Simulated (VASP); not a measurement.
# Si2Mo in VASP: a series of runs

The runs below take Si2Mo through relaxation of the atoms, with BLYP, PW91, optB88-vdW.

Program: VASP 6.6.1. These are calculated values, not measurements. Logs are shortened: lines on timing, memory, paths and dates and some standing lists are left out, and cuts for length are marked.

## 1. Starting point

The cell holds a slab with vacuum, 9 atoms: a = 3.200 Å, b = 3.200 Å, c = 25.487 Å, α = 90.00°, β = 90.00°, γ = 90.00°.

## 2. Relaxation of the atoms, BLYP

Input file INCAR:

```
SYSTEM = Si2Mo
PREC = Accurate
ENCUT = 520
EDIFF = 1E-6
ISMEAR = -1
SIGMA = 0.05
LREAL = .FALSE.
LASPH = .TRUE.
NELM = 60
ALGO = Normal
ISIF = 2
LWAVE = .FALSE.
LCHARG = .FALSE.
LDIPOL = .TRUE.
IDIPOL = 3
DIPOL = 0.5 0.5 0.500
GGA = B5
ALDAX = 1.0
AGGAX = 1.0
AGGAC = 1.0
ALDAC = 0.0
IBRION = 2
NSW = 40
EDIFFG = -0.01
```

Input file KPOINTS:

```
regular mesh
0
G
  6 6 1
  0 0 0
```

Input file POSCAR:

```
Si2Mo
1.0
    3.2000000000      0.0000000000      0.0000000000
    0.0000000000      3.2000000000      0.0000000000
    0.0000000000      0.0000000000     25.4865740000
Si Mo
6 3
Selective dynamics
Direct
    0.0000000000      0.0000000000      0.2942725845  F F F
    0.0000000000      0.0000000000      0.3972905107  F F F
    0.5000000000      0.5000000000      0.4484910369  F F F
    0.5000000000      0.5000000000      0.5515089631  T T T
    0.0000000000      0.0000000000      0.6027094893  T T T
    0.0000000000      0.0000000000      0.7057274155  T T T
    0.5000000000      0.5000000000      0.3457815476  F F F
    0.0000000000      0.0000000000      0.5000000000  T T T
    0.5000000000      0.5000000000      0.6542184524  T T T
```

Potentials or basis: VASP PAW PBE potentials, release 64 (Si, Mo_sv).

On the command line:

```sh
cat potpaw_PBE.64/Si/POTCAR potpaw_PBE.64/Mo_sv/POTCAR > POTCAR
mpirun -np 1 vasp_std > vasp.out
```

OUTCAR:

```text
SYSTEM = Si2Mo
   PREC = Accurate
   ENCUT = 520
   EDIFF = 1E-6
   ISMEAR = -1
   LREAL = .FALSE.
   LASPH = .TRUE.
   NELM = 60
   ISIF = 2
   GGA = B5
   IBRION = 2
   NSW = 40
   EDIFFG = -0.01

 ion  position               nearest neighbor table
   1  0.000  0.000  0.294-   7 2.62   7 2.62   7 2.62   7 2.62   2 2.63
   2  0.000  0.000  0.397-   3 2.61   3 2.61   3 2.61   3 2.61   7 2.62   7 2.62   7 2.62   7 2.62
                             8 2.62   1 2.63
   3  0.500  0.500  0.448-   2 2.61   2 2.61   2 2.61   2 2.61   8 2.62   8 2.62   8 2.62   8 2.62
                             7 2.62   4 2.63
   4  0.500  0.500  0.552-   5 2.61   5 2.61   5 2.61   5 2.61   8 2.62   8 2.62   8 2.62   8 2.62
                             9 2.62   3 2.63
   5  0.000  0.000  0.603-   4 2.61   4 2.61   4 2.61   4 2.61   9 2.62   9 2.62   9 2.62   9 2.62
                             8 2.62   6 2.63
   6  0.000  0.000  0.706-   9 2.62   9 2.62   9 2.62   9 2.62   5 2.63
   7  0.500  0.500  0.346-   1 2.62   1 2.62   1 2.62   1 2.62   2 2.62   2 2.62   2 2.62   2 2.62
                             3 2.62
   8  0.000  0.000  0.500-   3 2.62   4 2.62   3 2.62   4 2.62   3 2.62   4 2.62   3 2.62   4 2.62
                             2 2.62   5 2.62
   9  0.500  0.500  0.654-   6 2.62   6 2.62   6 2.62   6 2.62   5 2.62   5 2.62   5 2.62   5 2.62
                             4 2.62

  LATTYP: Found a simple tetragonal cell.
 ALAT       =     3.2000000000
 C/A-ratio  =     7.9645543750

  Lattice vectors:

 A1 = (   3.2000000000,   0.0000000000,   0.0000000000)
 A2 = (   0.0000000000,   3.2000000000,   0.0000000000)
 A3 = (   0.0000000000,   0.0000000000,  25.4865740000)

Analysis of symmetry for initial positions (statically):
=====================================================================
 Subroutine PRICEL returns:
 Original cell was already a primitive cell.

 Routine SETGRP: Setting up the symmetry group for a
 simple tetragonal supercell.

 Subroutine GETGRP returns: Found 16 space group operations
 (whereof 16 operations were pure point group operations)
 out of a pool of 16 trial point group operations.

The static configuration has the point symmetry D_4h.

Analysis of symmetry for dynamics (positions and initial velocities):
=====================================================================
 Subroutine PRICEL returns:
 Original cell was already a primitive cell.

 Routine SETGRP: Setting up the symmetry group for a
 simple tetragonal supercell.

 Subroutine GETGRP returns: Found 16 space group operations
 (whereof 16 operations were pure point group operations)
 out of a pool of 16 trial point group operations.

The dynamic configuration has the point symmetry D_4h.

Analysis of constrained symmetry for selective dynamics:
=====================================================================
 Subroutine PRICEL returns:
 Original cell was already a primitive cell.

 Routine SETGRP: Setting up the symmetry group for a
 simple tetragonal supercell.

 Subroutine GETGRP returns: Found  8 space group operations
 (whereof  8 operations were pure point group operations)
 out of a pool of 16 trial point group operations.

The constrained configuration has the point symmetry C_4v.

 Subroutine INISYM returns: Found  8 space group operations
 (whereof  8 operations are pure point group operations),
 and found     1 'primitive' translations

----------------------------------------------------------------------------------------

                                     Primitive cell

  volume of cell :     260.9825

  direct lattice vectors                    reciprocal lattice vectors
     3.200000000  0.000000000  0.000000000     0.312500000  0.000000000  0.000000000
     0.000000000  3.200000000  0.000000000     0.000000000  0.312500000  0.000000000
     0.000000000  0.000000000 25.486574000     0.000000000  0.000000000  0.039236345

  length of vectors
     3.200000000  3.200000000 25.486574000     0.312500000  0.312500000  0.039236345

  position of ions in fractional coordinates (direct lattice)
     0.000000000  0.000000000  0.294272584
     0.000000000  0.000000000  0.397290511
     0.500000000  0.500000000  0.448491037
     0.500000000  0.500000000  0.551508963
     0.000000000  0.000000000  0.602709489
[... 51 lines left out ...]
  0.500000  0.166667  0.000000      4.000000
  0.333333  0.333333  0.000000      4.000000
  0.500000  0.333333  0.000000      4.000000
  0.500000  0.500000  0.000000      1.000000
   k-points           NKPTS =     10   k-points in BZ     NKDIM =     10   number of bands    NBANDS=     39
   number of dos      NEDOS =    301   number of ions     NIONS =      9
   total plane-waves  NPLWV = 110592
   dimension x,y,z NGX =    24 NGY =   24 NGZ =  192
   dimension x,y,z NGXF=    48 NGYF=   48 NGZF=  384
   ions per type =               6   3
   NGX,Y,Z   is equivalent  to a cutoff of  12.47, 12.47, 12.52 a.u.
   NGXF,Y,Z  is equivalent  to a cutoff of  24.94, 24.94, 25.05 a.u.
 SYSTEM =  Si2Mo
   PREC   = accura    normal or accurate (medium, high low for compatibility)
   ISTART =      0    job   : 0-new  1-cont  2-samecut
   ICHARG =      2    charge: 1-file 2-atom 10-const
   ISPIN  =      1    spin polarized calculation?
   LNONCOLLINEAR =      F non collinear calculations
   LSORBIT =      F    spin-orbit coupling
   LASPH  =      T    aspherical Exc in radial PAW
   ENCUT  =  520.0 eV  38.22 Ry    6.18 a.u.   5.95  5.95 47.39*2*pi/ulx,y,z
   NELM   =     60;   NELMIN=  2; NELMDL= -5     # of ELM steps
   EDIFF  = 0.1E-05   stopping-criterion for ELM
   LREAL  =      F    real-space projection
   EDIFFG = -.1E-01   stopping-criterion for IOM
   NSW    =     40    number of steps for IOM
   IBRION =      2    ionic relax: 0-MD 1-quasi-New 2-CG
   NFREE  =      1    steps in history (QN), initial steepest desc. (CG)
   ISIF   =      2    stress and relaxation
   ISYM   =      2    0-nonsym 1-usesym 2-fastsym
   POTIM  = 0.5000    time-step for ionic-motion
   TEBEG  =    0.0;   TEEND  =   0.0 temperature during run
   PSTRESS=    0.0 pullay stress
   NELECT =      66.0000    total number of electrons
   NUPDOWN=      -1.0000    fix difference up-down
   EMIN   =  10.00;   EMAX   =-10.00  energy-range for DOS
   EFERMI =   0.00;   METHOD = LEGACY
   ISMEAR =    -1;   SIGMA  =   0.05  broadening in eV -4-tet -1-fermi 0-gaus
   EFERMI_NEDOS =   21; number of points for ismear=-14 and -15
   IALGO  =     38    algorithm
   IMIX   =      4    mixing-type and parameters
     AMIX     =   0.40;   BMIX     =  1.00
     AMIX_MAG =   1.60;   BMIX_MAG =  1.00
  volume/ion in A,a.u.               =      29.00       195.69
  Fermi-wavevector in a.u.,A,eV,Ry     =   1.035267  1.956371 14.582419  1.071778
  Thomas-Fermi vector in A             =   2.169602
   LORBIT       =      0    0 simple, 1 ext, 2 COOP (PROOUT), +10 PAW based schemes
   GGA     = B5    functional components
   LHFCALC =     F    Hartree Fock is set to
   AEXX    =    0.0000 exact exchange contribution
   IVDW    =     0    specifies the selected vdW correction
   LEPSILON=     F    determine dielectric tensor
   LRPA    =     F    only Hartree local field effects (RPA)
 conjugate gradient relaxation of ions
 non-spin polarized calculation
  energy-cutoff  :      520.00
  volume of cell :      260.98
 maximum number of plane-waves:      7080
 NGX is ok and might be reduce to    24
   NGX = 11   NGY = 11   NGZ = 95

--------------------------------------- Ionic step        1  -------------------------------------------

 number of electron      66.0000012 magnetization

 Free energy of the ion-electron system (eV)
  ---------------------------------------------------
  ext. energy  EPLUGINS =         0.00000000
  ---------------------------------------------------
  free energy    TOTEN  =       -55.87622022 eV

  energy without entropy =      -55.84113433  energy(sigma->0) =      -55.85867727

------------------------ aborting loop because EDIFF is reached ----------------------------------------

  FORCE on cell =-STRESS in cart. coord.  units (eV):
  Direction    XX          YY          ZZ          XY          YZ          ZX
  --------------------------------------------------------------------------------------
  -------------------------------------------------------------------------------------
  Total        8.0345695      8.0345695      2.5073716      0.0000000      0.0000000      0.0000000
  in kB       49.3243961     49.3243961     15.3928088      0.0000000      0.0000000      0.0000000
  external PRESSURE =      38.0138670 kB  Pullay stress =       0.0000000 kB
[... 110 lines left out ...]
  FREE ENERGIE OF THE ION-ELECTRON SYSTEM (eV)
  ---------------------------------------------------
  free  energy   TOTEN  =       -55.8964806486 eV

  energy  without entropy=      -55.8619866477  energy(sigma->0) =      -55.87923365

 dipolmoment           0.000000      0.000000     -0.001366 electrons x Angstroem

[... ionic steps 4 to 9 ...]

--------------------------------------- Ionic step       10  -------------------------------------------

 number of electron      66.0000008 magnetization

------------------------ aborting loop because EDIFF is reached ----------------------------------------
[... 81 lines left out ...]
--------------------------------------- Ionic step       12  -------------------------------------------

 number of electron      66.0000009 magnetization

 dipolmoment           0.000000      0.000000      0.000720 electrons x Angstroem

 Free energy of the ion-electron system (eV)
  ---------------------------------------------------
  ext. energy  EPLUGINS =         0.00000000
  ---------------------------------------------------
  free energy    TOTEN  =       -55.91783510 eV

  energy without entropy =      -55.88132447  energy(sigma->0) =      -55.89957978

 E-fermi :   3.5676     XC(G=0):  -6.2500

 val. band max:        3.5633524090   @ k =   0.5000   0.1667   0.0000
 cond. band min:       3.6596864876   @ k =   0.5000   0.5000   0.0000
 fundamental gap:      0.0963340786
 Fermi energy:         3.5675807946

 k-point     1 :       0.0000    0.0000    0.0000
  band No.  band energies     occupation
      1     -56.7752      2.00000
      2     -56.7624      2.00000
      3     -56.7354      2.00000
      4     -31.0531      2.00000
      5     -31.0491      2.00000
      6     -31.0278      2.00000
[... 409 lines left out ...]
     38       6.1196      0.00000
     39       6.1398      0.00000

------------------------ aborting loop because EDIFF is reached ----------------------------------------

 vacuum level on the upper side and lower side of the slab       (xc-potential included)        -0.096        -0.098

  FORCE on cell =-STRESS in cart. coord.  units (eV):
  Direction    XX          YY          ZZ          XY          YZ          ZX
  --------------------------------------------------------------------------------------
  -------------------------------------------------------------------------------------
  Total        7.5624177      7.5624177      0.0892517      0.0000000      0.0000000      0.0000000
  in kB       46.4258462     46.4258462      0.5479180      0.0000000      0.0000000      0.0000000
  external PRESSURE =      31.1332035 kB  Pullay stress =       0.0000000 kB
[... 24 lines left out ...]
  FREE ENERGIE OF THE ION-ELECTRON SYSTEM (eV)
  ---------------------------------------------------
  free  energy   TOTEN  =       -55.9178350999 eV

  energy  without entropy=      -55.8813244667  energy(sigma->0) =      -55.89957978

 reached required accuracy - stopping structural energy minimisation

 vacuum level on the upper side and lower side of the slab         7.722         7.719
```

Run time: 12 min. Hardware: 1 thread of Intel Xeon 6975P-C (Granite Rapids), shared host; peak memory 0.37 GiB.

Results:

```
Free energy               : -55.9178 eV
Energy gained by relaxing : 4.6 meV/atom
Ionic steps               : 12
Band gap on the k mesh    : none (metal or under the smearing width)
```

The path:
```tsv
step	energy change (eV)	largest force (eV/Å)	pressure (GPa)
1	0.0000	0.7022	3.80
2	-0.0181	0.6769	3.88
3	-0.0203	0.6649	3.93
4	-0.0244	0.6377	3.86
5	-0.0304	0.5627	3.66
6	-0.0339	0.5554	3.57
7	-0.0386	0.5338	3.31
8	-0.0405	0.5189	3.24
9	-0.0413	0.5009	3.15
10	-0.0416	0.5037	3.13
11	-0.0416	0.5045	3.12
12	-0.0416	0.5040	3.11
```

Final structure:
```cif
data_structure
_symmetry_space_group_name_H-M 'P 1'
_symmetry_Int_Tables_number 1
_cell_length_a 3.2000
_cell_length_b 3.2000
_cell_length_c 25.4866
_cell_angle_alpha 90.000
_cell_angle_beta 90.000
_cell_angle_gamma 90.000
_cell_volume 260.98
loop_
_atom_site_label
_atom_site_type_symbol
_atom_site_fract_x
_atom_site_fract_y
_atom_site_fract_z
_atom_site_occupancy
Si1 Si 0.00000 0.00000 0.29427 1
Si2 Si 0.00000 0.00000 0.39729 1
Si3 Si 0.50000 0.50000 0.44849 1
Si4 Si 0.50000 0.50000 0.55351 1
Si5 Si 0.00000 0.00000 0.60765 1
Si6 Si 0.00000 0.00000 0.70909 1
Mo1 Mo 0.50000 0.50000 0.34578 1
Mo2 Mo 0.00000 0.00000 0.50159 1
Mo3 Mo 0.50000 0.50000 0.65811 1
```

Caveat: the PAW data sets were made with another functional, which shifts forces and pressure a little.

## 3. Relaxation of the atoms, PW91

INCAR, as its differences from that of step 2:

```diff
@@ -16,7 +16,3 @@
 DIPOL = 0.5 0.5 0.500
-GGA = B5
-ALDAX = 1.0
-AGGAX = 1.0
-AGGAC = 1.0
-ALDAC = 0.0
+GGA = 91
 IBRION = 2
```

KPOINTS is that of step 2.

POSCAR is that of step 2.

Potentials or basis: VASP PAW PBE potentials, release 64 (Si, Mo_sv).

On the command line:

```sh
cat potpaw_PBE.64/Si/POTCAR potpaw_PBE.64/Mo_sv/POTCAR > POTCAR
mpirun -np 1 vasp_std > vasp.out
```

It took 4.1 min on 1 thread of Intel Xeon 6975P-C (Granite Rapids), shared host; peak memory 0.37 GiB.

The run converged. Its results:

- Free energy: -66.2600 eV
- Energy gained by relaxing: 3.2 meV/atom
- Ionic steps: 8
- Band gap on the k mesh: none (metal or under the smearing width)

The path:
```
step  energy change (eV)  largest force (eV/Å)  pressure (GPa)
   1              0.0000                0.6660            0.08
   2             -0.0251                0.6413            0.28
   3             -0.0268                0.6333            0.35
   4             -0.0286                0.6166            0.37
   5             -0.0289                0.6065            0.38
   6             -0.0290                0.6092            0.38
   7             -0.0290                0.6088            0.38
   8             -0.0290                0.6087            0.39
```

Final structure:
```
CELL_PARAMETERS angstrom
3.20000 0.00000 0.00000
0.00000 3.20000 0.00000
0.00000 0.00000 25.48657
ATOMIC_POSITIONS crystal
Si 0.00000 0.00000 0.29427
Si 0.00000 0.00000 0.39729
Si 0.50000 0.50000 0.44849
Si 0.50000 0.50000 0.55196
Si 0.00000 0.00000 0.60413
Si 0.00000 0.00000 0.70371
Mo 0.50000 0.50000 0.34578
Mo 0.00000 0.00000 0.50045
Mo 0.50000 0.50000 0.65454
```

Levels at points of the mesh, in eV from the Fermi level:
| k point | band 31 | band 32 | band 33 | band 34 | band 35 | band 36 |
| --- | --- | --- | --- | --- | --- | --- |
| (0.00, 0.00, 0.00) | 0.57 | 0.72 | 0.79 | 0.81 | 0.81 | 0.94 |
| (0.50, 0.00, 0.00) | -0.33 | -0.25 | -0.21 | -0.07 | -0.07 | 2.35 |
| (0.50, 0.50, 0.00) | -1.23 | -1.19 | -1.19 | 0.15 | 1.41 | 2.07 |

Caveat: the PAW data sets were made with another functional, which shifts forces and pressure a little.

## 4. Relaxation of the atoms, optB88-vdW

INCAR, as its differences from that of step 3:

```diff
@@ -16,3 +16,7 @@
 DIPOL = 0.5 0.5 0.500
-GGA = 91
+GGA = BO
+LUSE_VDW = .TRUE.
+AGGAC = 0.0
+PARAM1 = 0.1833333333
+PARAM2 = 0.22
 IBRION = 2
```

KPOINTS is that of step 3.

POSCAR is that of step 3.

On the command line:

```sh
cat potpaw_PBE.64/Si/POTCAR potpaw_PBE.64/Mo_sv/POTCAR > POTCAR
mpirun -np 1 vasp_std > vasp.out
```

It took 25 min on 1 thread of Intel Xeon 6975P-C (Granite Rapids), shared host; peak memory 0.9 GiB.

It converged, with:

| Quantity | Value |
| --- | --- |
| Free energy | -48.3458 eV |
| Energy gained by relaxing | 2.7 meV/atom |
| Ionic steps | 13 |
| Band gap on the k mesh | none (metal or under the smearing width) |

Step by step:
| step | energy change (eV) | largest force (eV/Å) | pressure (GPa) |
| --- | --- | --- | --- |
| 1 | 0.0000 | 0.6980 | 0.61 |
| 2 | -0.0215 | 0.6704 | 0.79 |
| 3 | -0.0227 | 0.6627 | 0.86 |
| 4 | -0.0237 | 0.6483 | 0.86 |
| 5 | -0.0239 | 0.6404 | 0.86 |
| 6 | -0.0239 | 0.6395 | 0.86 |
| 7 | -0.0240 | 0.6385 | 0.85 |
| 8 | -0.0240 | 0.6383 | 0.85 |
| 9 | -0.0241 | 0.6357 | 0.84 |
| 10 | -0.0241 | 0.6291 | 0.82 |
| 11 | -0.0241 | 0.6287 | 0.82 |
| 12 | -0.0242 | 0.6274 | 0.81 |
| 13 | -0.0242 | 0.6250 | 0.77 |

Final structure:
```
Si Mo
1.0
     3.20000    0.00000    0.00000
     0.00000    3.20000    0.00000
     0.00000    0.00000   25.48657
Si Mo
6 3
Direct
  0.00000 0.00000 0.29427
  0.00000 0.00000 0.39729
  0.50000 0.50000 0.44849
  0.50000 0.50000 0.55197
  0.00000 0.00000 0.60468
  0.00000 0.00000 0.70469
  0.50000 0.50000 0.34578
  0.00000 0.00000 0.50049
  0.50000 0.50000 0.65479
```

Levels at points of the mesh, in eV from the Fermi level:
| k point | band 30 | band 31 | band 32 | band 33 | band 34 | band 35 | band 36 | band 37 |
| --- | --- | --- | --- | --- | --- | --- | --- | --- |
| (0.00, 0.00, 0.00) | -0.52 | 0.59 | 0.71 | 0.78 | 0.81 | 0.81 | 0.88 | 1.06 |
| (0.50, 0.00, 0.00) | -1.70 | -0.32 | -0.25 | -0.19 | -0.09 | -0.07 | 2.37 | 2.40 |
| (0.50, 0.50, 0.00) | -1.94 | -1.25 | -1.14 | -1.14 | 0.14 | 1.42 | 2.04 | 2.50 |

Caveat: the PAW data sets were made with another functional, which shifts forces and pressure a little.

## 5. Overview

| level | gap on the mesh (eV) |
| --- | --- |
| BLYP | none |
| PW91 | none |
| optB88-vdW | none |

Alike in all rows: task relaxation of the atoms; potentials or basis VASP PAW PBE potentials, release 64 (Si, Mo_sv); no spin polarisation; cell atoms relaxed; k mesh 6 × 6 × 1; cutoff (eV) 520; smearing fermi-dirac 0.05 eV.

Caveats: the PAW data sets were made with another functional, which shifts forces and pressure a little.

Total energies depend on the potentials used, so only differences within one code and one set of settings carry meaning.
